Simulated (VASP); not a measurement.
**Si2Mo: equation of state with PBEsol**

The system is Si2Mo.

```
CELL_PARAMETERS angstrom
-1.60000 1.60000 3.93050
1.60000 -1.60000 3.93050
1.60000 1.60000 -3.93050
ATOMIC_POSITIONS crystal
Mo 0.00000 0.00000 0.00000
Si 0.66700 0.66700 0.00000
Si 0.33300 0.33300 0.00000
```

```yaml
Program: VASP 6.6.1
Task: equation of state
Functional: PBEsol
Potentials_or_basis: VASP PAW PBE potentials, release 64 (Mo_sv, Si)
Cutoff: 520 eV
k_mesh: 12 × 12 × 12
Occupations: fermi-dirac, width 0.05 eV
Spin: no spin polarisation
Ladder: free
Further_INCAR_settings: ALGO = Normal; EDIFF = 1e-07; NBANDS = 18
```

```
Equilibrium volume                        : 13.27 Å³/atom
Bulk modulus at fixed shape and positions : 222 GPa
Pressure derivative of the bulk modulus   : 4.4
```

Energy against volume, from the lowest point:
| volume (Å³/atom) | energy (meV/atom) |
| --- | --- |
| 12.611 | 24.28 |
| 12.879 | 7.71 |
| 13.148 | 0.00 |
| 13.416 | 0.22 |
| 13.684 | 7.56 |
| 13.953 | 21.27 |
| 14.221 | 40.69 |

All runs of the series together: 8.1 min on 1 thread of Intel(R) Xeon(R) 6975P-C (Granite Rapids), with other jobs on the host.

Caveat: the cell was scaled at fixed shape and fractional positions, which overstates the stiffness of a crystal with free parameters, most of all of layers and chains; the PAW data sets were made with another functional, which shifts forces and pressure a little.
